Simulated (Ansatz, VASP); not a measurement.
Two plane-wave programs on LiCl

The input INCAR:

```
PREC = Accurate
ENCUT = 520
EDIFF = 1E-6
ISMEAR = 0
SIGMA = 0.02
LREAL = F
LASPH = T
NELM = 80
ALGO = Normal
ISIF = 2
LWAVE = F
LCHARG = T
GGA = PE
LELF = T
LVHAR = T
NBANDS = 12
```

Contents of KPOINTS:

```
regular mesh
0
Gamma
  8 8 8
```

POSCAR

```
LiCl
1.0
    0.0000000000      2.7578175395      2.7578175395
    2.7578175395      0.0000000000      2.7578175395
    2.7578175395      2.7578175395      0.0000000000
Li Cl
1 1
Direct
    0.7500000000      0.7500000000      0.7500000000
    0.5000000000      0.5000000000      0.5000000000
```

Input for Ansatz:

```yaml
crystal:
  lattice:
    - [0.0, 2.7578175395, 2.7578175395]
    - [2.7578175395, 0.0, 2.7578175395]
    - [2.7578175395, 2.7578175395, 0.0]
  atoms:
    - { symbol: Li, position: [0.75, 0.75, 0.75] }
    - { symbol: Cl, position: [0.5, 0.5, 0.5] }
basis:
  ecutwfc: 420
kpoints:
  mp_grid: { grid: [8, 8, 8] }
  band_path:
    path:
      - [[0.0, 0.0, 0.0], [-0.5, -0.5, 0.0], [-0.375, -0.375, 0.25]]
      - [[-0.375, 0.0, 0.375], [0.0, 0.0, 0.0], [0.0, 0.0, 0.5], [-0.5, -0.25, 0.25], [-0.5, -0.5, 0.0]]
    npoints: 14
hamiltonian:
  xc: pbe
scf:
  occupations: { method: gaussian, width: 0.02 }
  n_extra_bands: 6
output:
  forces: true
  stress: true
  eigenvalues: true
  populations: true
  dos: { projected: true, de: 0.02, nscf_kmesh: { grid: [12, 12, 12] } }
  bader: true
  write_density: true
  write_potential: true
  elf: true
  volumetric_format: npy
```

The cell was built by a generator and needn't be a form met in nature.

Alike in both runs: task single point; functional PBE; k mesh 8 × 8 × 8; occupations gaussian, width 0.02 eV; no spin polarisation.

```csv
,VASP,Ansatz
version,VASP 6.6.1,Ansatz 0.2.0
potentials or method,"VASP PAW PBE potentials, release 64 (Li_sv, Cl)","scalar-relativistic, plane waves, PAW"
plane-wave cutoff (eV),520,420
valence electrons in the cell,10,10
```

```tsv
	VASP	Ansatz	Ansatz less VASP
gap on the k mesh at the Fermi level (eV)	5.96	5.96	-0.006
least direct gap on the mesh (eV)	5.96	5.96	-0.006
```

With one functional, cell and mesh, what is left measures potentials, basis and numerics.

 A k mesh can miss the band edges.
